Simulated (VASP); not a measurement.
The system is MoSe2.

```
Mo Se
1.0
     3.27162    0.00000    0.00000
    -1.63581    2.83330    0.00000
     0.00000    0.00000   14.51527
Mo Se
2 4
Cartesian
  0.0000 1.8889 3.6288
  1.6358 0.9444 10.8865
  0.0000 1.8889 9.2401
  1.6358 0.9444 1.9824
  0.0000 1.8889 12.5328
  1.6358 0.9444 5.2752
```

The cell isn't the ideal one: a relaxed cell with its volume scaled by 0.96.

```yaml
Program: VASP 6.6.1
Task: relaxation of shape and atoms at fixed volume
Functional: PBE
Potentials_or_basis: VASP PAW PBE potentials, release 64 (Mo, Se)
Cutoff: 300 eV
k_mesh: 5 × 5 × 1
Occupations: gaussian, width 0.03 eV
Spin: no spin polarisation
```

At the start: pressure 4.9 GPa; volume 22.42 Å³/atom.

**Question.** Where does the relaxation end?

**Answer.** Over 8 steps the energy falls by 13.0 meV/atom; space group P6_3/mmc (No. 194, to 0.05 Å).

The path:
```
step  energy change (eV)  largest force (eV/Å)  pressure (GPa)
   1              0.0000                0.6753            4.91
   2             -0.0437                0.0472            2.27
   3             -0.0437                0.0534            2.30
   4             -0.0654                0.0431            1.54
   5             -0.0782                0.0296            0.42
   6             -0.0782                0.0291            0.38
   7             -0.0782                0.0231            0.16
   8             -0.0783                0.0017            0.26
```

Final structure:
```cif
data_structure
_symmetry_space_group_name_H-M 'P 1'
_symmetry_Int_Tables_number 1
_cell_length_a 3.3137
_cell_length_b 3.3137
_cell_length_c 14.1487
_cell_angle_alpha 90.000
_cell_angle_beta 90.000
_cell_angle_gamma 120.000
_cell_volume 134.55
loop_
_atom_site_label
_atom_site_type_symbol
_atom_site_fract_x
_atom_site_fract_y
_atom_site_fract_z
_atom_site_occupancy
Mo1 Mo 0.33333 0.66667 0.25000 1
Mo2 Mo 0.66667 0.33333 0.75000 1
Se1 Se 0.33333 0.66667 0.63202 1
Se2 Se 0.66667 0.33333 0.13202 1
Se3 Se 0.33333 0.66667 0.86798 1
Se4 Se 0.66667 0.33333 0.36798 1
```

Caveat: the k mesh is coarse (spacing up to 0.44 Å⁻¹), so the values aren't converged; this functional lacks dispersion, which binds the layers, so the pressure and a relaxed spacing across them are unreliable.
